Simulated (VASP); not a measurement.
**BP in VASP: how settings move the PBE relaxation**

Aim: see what changed inputs do to the PBE relaxation of BP in the rocksalt structure. This is a trial cell built on a prototype, not taken from a measured structure, and it needn't be the compound's ground state.

Program: VASP 6.6.1. PAW datasets, plane waves. The calculation is spin-unpolarised, and the structure need not be a phase that has been made.

### 1 Starting point

 Some of the altered inputs switch spin polarisation on.

The symmetry is Fm-3m (No. 225, cubic); conventional cell a = 4.059 Å, 8.36 Å³ an atom. B has 6 P at 2.03 Å; P has 6 B at 2.03 Å.

The structure in full:

```xyz
2
Lattice="0.0000 2.0293 2.0293 2.0293 0.0000 2.0293 2.0293 2.0293 0.0000" Properties=species:S:1:pos:R:3 pbc="T T T"
B     0.0000    0.0000    0.0000
P     2.0293    2.0293    2.0293
```

The PBE run on sound settings gave: energy (σ→0) -10.7952 eV, final volume 10.008 Å³/atom.

### 2 Try 1

INCAR reads:

```
ENCUT = 600.000000
SIGMA = 0.020000
EDIFF = 1.00e-07
EDIFFG = -5.00e-03
GGA = PE
PREC = Accurate
IBRION = 2
ISIF = 3
ISMEAR = -1
NBANDS = 11
NSW = 40
LASPH = .TRUE.
LCHARG = .FALSE.
LWAVE = .FALSE.
LREAL = .FALSE.
ALGO = Fast
ISPIN = 2
MAGMOM = 3 3
NELM = 64
```

KPOINTS reads:

```
KPOINTS created by Atomic Simulation Environment
0
Gamma
10 10 10
0 0 0
```

POSCAR reads:

```
B  P
 1.0000000000000000
     0.0000000000000000    2.0292550000000000    2.0292550000000000
     2.0292550000000000    0.0000000000000000    2.0292550000000000
     2.0292550000000000    2.0292550000000000    0.0000000000000000
 B   P
   1   1
Cartesian
  0.0000000000000000  0.0000000000000000  0.0000000000000000
  2.0292550000000000  2.0292550000000000  2.0292550000000000
```

The run uses the recommended PBE PAW datasets (8 valence electrons a neutral cell).

Launch:

```bash
$ mpirun -np 1 vasp_std
```

### 3 Try 2

INCAR reads:

```
ENCUT = 600.000000
SIGMA = 0.020000
EDIFF = 1.00e-07
EDIFFG = -5.00e-03
GGA = PE
PREC = Accurate
IBRION = 2
ISMEAR = -1
NBANDS = 11
NELM = 120
NSW = 40
LASPH = .TRUE.
LCHARG = .FALSE.
LWAVE = .FALSE.
LREAL = Auto
BMIX = 0.5
ISIF = 6
```

KPOINTS reads:

```
KPOINTS created by Atomic Simulation Environment
0
Gamma
10 10 10
0 0 0
```

POSCAR reads:

```
B  P
 1.0000000000000000
     0.0000000000000000    2.0292550000000000    2.0292550000000000
     2.0292550000000000    0.0000000000000000    2.0292550000000000
     2.0292550000000000    2.0292550000000000    0.0000000000000000
 B   P
   1   1
Cartesian
  0.0000000000000000  0.0000000000000000  0.0000000000000000
  2.0292550000000000  2.0292550000000000  2.0292550000000000
```

Q: Predict the outcome of this session. Wanted: for each run, changed; ending; energy change; volume; electronic steps; usable.

**Answer**, as computed:

| run | changed | ending | energy change (meV/atom) | volume (Å³/atom) | electronic steps | time | usable |
| --- | --- | --- | --- | --- | --- | --- | --- |
| ref. | – | converged | 0 | 10.008 | – | – | yes |
| 1 | ALGO = Fast, ISPIN = 2, MAGMOM = 3 3, NELM = 64 | converged | 0.8 | 10.008 | 80 | 80 s | yes |
| 2 | LREAL = Auto, BMIX = 0.5, ISIF = 6 | converged | 0.5 | 10.012 | 73 | 68 s | yes |

Of 2 altered inputs, 2 gave usable results. Among the usable ones with comparable energies, «ALGO = Fast, ISPIN = 2, MAGMOM = 3 3, NELM = 64» moves the energy most, by 0.8 meV/atom.
